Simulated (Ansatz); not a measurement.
# Lu (bcc type): how the settings move a single-point run

Aim: see which settings change the result for Lu (bcc type), by how much, and at what cost.

Program: Ansatz 0.2.0. Level of theory: reference: DFT, PBEsol, all-electron LAPW, scalar-relativistic. These are calculated values, not measurements.

## Step 1: Starting point

Symmetry: Im-3m, No. 229, cubic system. Conventional cell: a = 3.360 Å, b = 3.360 Å, c = 3.360 Å, α = 90.00°, β = 90.00°, γ = 90.00°. Lu (site symmetry m-3m) has 8 Lu at 2.91 Å in its first shell of neighbours.

As a file:

```xyz
1
Lattice="-1.6799 1.6799 1.6799 1.6799 -1.6799 1.6799 1.6799 1.6799 -1.6799" Properties=species:S:1:pos:R:3 pbc="T T T"
Lu    0.0000    0.0000    0.0000
```

## Step 2: The reference run

Contents of input.yaml:

```yaml
crystal:
  lattice:
    - [-1.6798878792, 1.6798878792, 1.6798878792]
    - [1.6798878792, -1.6798878792, 1.6798878792]
    - [1.6798878792, 1.6798878792, -1.6798878792]
  atoms:
    - { symbol: Lu, position: [0.0, 0.0, 0.0] }
kpoints:
  mp_grid: { grid: [16, 16, 16] }
scf:
  occupations: { method: fermi_dirac, width: 0.05 }
hamiltonian:
  xc: pbesol
  pseudopotentials: { kind: all_electron, lapw: { basis_error: 0.001 } }
output:
  forces: true
  stress: true
  eigenvalues: true
  populations: true
```

Run with:

```
$ ansatz run input.yaml --threads 1 --pin off --max-ram 2048MiB --backend cpu --events-out ev --progress --plain --runs-dir out
```

## Step 3: Variant: xc rpbe

input.yaml: that of step 2 with these lines changed.

```diff
@@ -12,3 +12,3 @@
 hamiltonian:
-  xc: pbesol
+  xc: rpbe
   pseudopotentials: { kind: all_electron, lapw: { basis_error: 0.001 } }
```

Q: Predict the outcome of this session. Wanted: for each run, ending; energy change; pressure; gap; force.

As calculated:

```csv
run,ending,energy change,pressure (GPa),gap (eV),force (eV/Å),cycles,time
reference,converged,-,32.3,0.00,0.00,9,21 s
1: xc rpbe,converged,not comparable,42.4,0.00,0.00,9,21 s
```

Residual by cycle in the longest SCF loop of each run; runs are numbered as in the table. The quantity is the density residual dr2, in eV.

```csv
cycle,reference,run 1
1,0.0444,0.0483
2,0.00557,0.00733
3,0.0106,0.0127
4,0.00413,0.00489
5,1.2e-4,1.5e-4
6,2.2e-5,2.4e-5
7,1.6e-6,1.7e-6
8,8.8e-8,1.0e-7
9,2.0e-9,2.4e-9
```

A change of functional puts the total energy on another scale; the pressure goes from 32.3 to 42.4 GPa. At this fixed cell a higher pressure means that this functional prefers a larger volume than the reference. The structure is not at rest: the sound run finds 32 GPa, so these are no properties of the relaxed crystal. 
